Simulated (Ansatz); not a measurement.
A calculation with Ansatz 0.2.0 of GaCo (ASE script, structure from a POSCAR):

File run.py:

```python
import json

import ase.io
import numpy as np

import ansatz as az

atoms = ase.io.read("POSCAR", format="vasp")
atoms.set_initial_magnetic_moments([0.0, 1.91])

calculation = (
    az.Crystal.from_ase(atoms)
    .calculation()
    .kpoints(9, 9, 9)
    .functional("pbesol", dispersion="d4")
    .pseudopotentials(kind="paw", partial_waves="polarizable")
    .hubbard(projectors="all-electron-ortho-atomic", double_counting="fll")
    .hubbard("Co", "d", u_eff=5.0)
    .spin("collinear")
    .occupations(method="cold", width=0.05)
    .forces()
    .stress()
    .band_table(publish=True)
)
outcome = calculation.run(threads=2, events_out="events.jsonl")

report = outcome.report
for line in open("events.jsonl"):
    event = json.loads(line)
    if event["event"] == "scf_iter":
        d = event["data"]
        print(f"SCF {d['iter']:3d}  HF = {d['harris_foulkes_ev']:.6f} eV  dr2 = {d['dr2_ev']:.2e} eV")
    elif event["event"] in ("relax_step", "md_step"):
        d = event["data"]
        print(f"{event['event']} {d['step']:3d}  E = {d['lagrangian_ev']:.6f} eV")
np.set_printoptions(precision=5, suppress=True, linewidth=110)
print("converged:", report["converged"], "after", report["n_iterations"], "iterations")
print(f"free energy {report['free_energy_ev']:.6f} eV, Fermi level {report['fermi_energy_ev']:.4f} eV")
for key in ("band_edges_ev", "magnetization_mub", "site_moments_mub", "site_moments_nc_mub", "forces_ev_ang",
                "stress_gpa"):
    if report.get(key) is not None:
        print(key, np.array(report[key]), sep="\n")
```

Contents of POSCAR:

```
GaCo
1.0
    2.7991106419      0.0000000000      0.0000000000
    0.0000000000      2.7991106419      0.0000000000
    0.0000000000      0.0000000000      2.7991106419
Ga Co
1 1
Direct
    0.5000000000      0.5000000000      0.5000000000
    0.0000000000      0.0000000000      0.0000000000
```

Potentials or basis: Ansatz PAW polarizable.

Run with:

```bash
$ python run.py
```

The cell isn't the ideal one: volume scaled by 0.92.

Task: Write the same calculation in another form: native input, structure typed inline.

Result: As run:

Contents of input.yaml:

```yaml
crystal:
  lattice:
    - [2.7991106419, 0.0, 0.0]
    - [0.0, 2.7991106419, 0.0]
    - [0.0, 0.0, 2.7991106419]
  atoms:
    - { symbol: Ga, position: [0.5, 0.5, 0.5] }
    - { symbol: Co, position: [0.0, 0.0, 0.0], spin: 1.91 }
hamiltonian:
  xc: pbesol
  pseudopotentials: { kind: paw, partial_waves: polarizable }
  dispersion: d4
  hubbard:
    sites: [{ species: Co, l: d, u_eff: 5.0 }]
    projectors: all-electron-ortho-atomic
    double_counting: fll
magnetization:
  spin_polarized: true
kpoints:
  mp_grid: { grid: [9, 9, 9] }
scf:
  occupations: { method: cold, width: 0.05 }
output:
  forces: true
  stress: true
  eigenvalues: true
```

Potentials or basis: Ansatz PAW polarizable.

Launch:

```bash
$ ansatz run input.yaml --threads 2 --pin off --max-ram 5120MiB --backend cpu --events-out ev --progress --plain --runs-dir out
```

Both were run:

|  | ASE script, structure from a POSCAR | native input, structure typed inline |
| --- | --- | --- |
| Pressure | 8.7 GPa | 8.7 GPa |
| Band gap on the k mesh | none (metal or under the smearing width) | none (metal or under the smearing width) |
| Net moment | 0.70 μB per cell | 0.70 μB per cell |
| Absolute moment | 1.03 μB per cell | 1.03 μB per cell |
| Site moments | Ga -0.05; Co +0.86 μB | Ga -0.05; Co +0.86 μB |

Keys that steer only the numerical path or the files written may differ.

Caveat: the magnetic or orbital state may not be the lowest; pairwise dispersion overbinds metals, which lowers pressure and volume; the PAW data sets come from PBE, with cores solved anew for the run's functional, which leaves a small shift of forces and pressure; the U is typed as a test and isn't derived for this compound.
